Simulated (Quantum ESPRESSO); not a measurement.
NaI under changes of volume

One of the cells (33.899 Å³/atom); the others are scaled copies at fixed shape and fractional positions:

```
I Na
1.0
     0.00000    3.23640    3.23640
     3.23640    0.00000    3.23640
     3.23640    3.23640    0.00000
I Na
1 1
Direct
  0.50000 0.50000 0.50000
  0.00000 0.00000 0.00000
```

```yaml
Program: Quantum ESPRESSO 7.5
Functional: PBE
Dispersion: D3(BJ)
Potentials_or_basis: PseudoDojo 0.4.1 SR PBE standard
Cutoff: 1197 eV
Density_cutoff: 4789 eV
k_mesh: 7 × 7 × 7
Occupations: fermi-dirac, width 0.05 eV
Spin: no spin polarisation
```

| volume (Å³/atom) | energy over the lowest point (meV/atom) | pressure (GPa) | gap on the mesh (eV) |
| --- | --- | --- | --- |
| 31.865 | 0.51 | 0.3 | 3.81 |
| 32.543 | 0.00 | -0.1 | 3.75 |
| 33.221 | 1.12 | -0.4 | 3.69 |
| 33.899 | 3.67 | -0.8 | 3.64 |
| 34.577 | ? | ? | ? |
| 35.255 | 12.45 | -1.3 | 3.54 |
| 35.933 | 18.39 | -1.5 | 3.49 |

**Question.** What does the run at 34.577 Å³/atom give?

**Answer.** Energy over the lowest point 7.50 meV/atom; pressure -1.0 GPa; gap on the mesh 3.59 eV.

Worked out: A Birch-Murnaghan fit of order 3 (a polynomial in V^(-2/3)) to the other rows has its minimum at 32.40 Å³/atom with B0 = V·E''(V) = 18.8 GPa and B' = 4.9. It gives 7.50 meV/atom at 34.577 Å³/atom, against the run's 7.50, and -dE/dV = -1.0 GPa, against -1.0. A straight line through the other rows of the gap, of slope -2.64 eV per unit of ln V (its deformation potential), gives 3.59 eV, against the run's 3.59.

Energies are extrapolated to zero smearing.

Caveats: spin-orbit coupling is left out, which moves the levels of the heavy elements.
